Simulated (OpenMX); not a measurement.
The system is BAs.

```
As B
1.0
     0.00000    2.38850    2.38850
     2.38850    0.00000    2.38850
     2.38850    2.38850    0.00000
As B
1 1
Direct
  0.75000 0.75000 0.75000
  0.00000 0.00000 0.00000
```

Base run:

- Program: OpenMX 3.8.5
- Functional: PBE
- Potentials or basis: OpenMX 2013 PBE set, As7.0-s3p2d1, B7.0-s2p2, grid cutoff 500 Ry
- k mesh: 11 × 11 × 11
- Occupations: fermi-dirac, width 0.05 eV
- Spin: no spin polarisation

Its results: band gap on the k mesh 2.32 eV, indirect (least direct gap 3.39 eV); pressure 6.9 GPa.

The run is repeated on the same cell with these changes: potentials or basis from OpenMX 2013 PBE set, As7.0-s3p2d1, B7.0-s2p2, grid cutoff 500 Ry to OpenMX 2013 PBE set, As7.0-s3p2d2f1, B7.0-s3p2d2, grid cutoff 500 Ry. What comes out?

Band gap on the k mesh 1.26 eV, indirect (least direct gap 3.32 eV); pressure 3.0 GPa.

Caveats: the basis of atomic orbitals isn't converged, which shifts pressures, moduli and gaps.
